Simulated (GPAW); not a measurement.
Runs of GPAW 26.7.0 on MoS2. It takes space group P6_3/mmc (No. 194, hexagonal). Conventional cell: a = 3.169 Å, b = 3.169 Å, c = 12.324 Å, α = 90.00°, β = 90.00°, γ = 120.00°. Around Mo (site symmetry -6m2) lie 6 S at 2.41 Å. S (site symmetry 3m) is surrounded by 3 Mo at 2.41 Å. 

| task | level | potentials or basis | U | cell | k mesh | cutoff (eV) | smearing | response ecut | maxiter | response k mesh | response bands | kernels | gap on the mesh (eV) | pressure (GPa) | largest force (eV/Å) |
| --- | --- | --- | --- | --- | --- | --- | --- | --- | --- | --- | --- | --- | --- | --- | --- |
| dielectric tensor | PBE+U | GPAW PAW data sets (gpaw-data 1.2.1), pw | Mo d U = 4.0 eV | as given | 8 × 8 × 2 | 450 | fermi-dirac 0.001 eV | 80 eV | 150 | 12 × 12 × 3 | 74 | ["RPA"] | 1.11 | - | - |
| single point | PBEsol | PAW data sets generated in the run's folder for this functional, pw | - | atoms moved at random, drawn with an rms of 0.05 Å | 10 × 10 × 3 | 600 | fermi-dirac 0.05 eV | - | 150 | - | - | - | 0.86 | -3.8 | 1.47 |
| single point | PBE | GPAW PAW data sets (gpaw-data 1.2.1), pw | - | as given | 8 × 8 × 2 | 450 | fermi-dirac 0.05 eV | - | 120 | - | - | - | 0.97 | 1.8 | 0.06 |
| band structure | PBEsol | PAW data sets generated in the run's folder for this functional, pw | - | as given | 10 × 10 × 3 | 600 | fermi-dirac 0.05 eV | - | 150 | - | - | - | (b) | -3.1 | (a) |
| band structure | LDA | the program's PAW data sets (release 1.2.1) made for this functional, pw | - | as given | 10 × 10 × 3 | 600 | fermi-dirac 0.05 eV | - | 150 | - | - | - | 0.85 | -6.1 | 0.53 |

Alike in all rows: no spin polarisation.

Fill in the values left out.

(a) 0.31; (b) 0.88.

Caveats: this functional lacks dispersion, which binds the layers, so the pressure and a relaxed spacing across them are unreliable (some runs); an odd mesh through Γ misses points on the zone boundary, where band edges often lie (some runs); the long-wavelength limit can be off by several per cent where d states take part (some runs); response on these states lacks terms of the Hamiltonian (some runs); the cutoff is short for stress and forces, so pressures can be off by a GPa or more (some runs).

A k mesh can miss the band edges, and the runs leave out spin-orbit coupling on Mo.
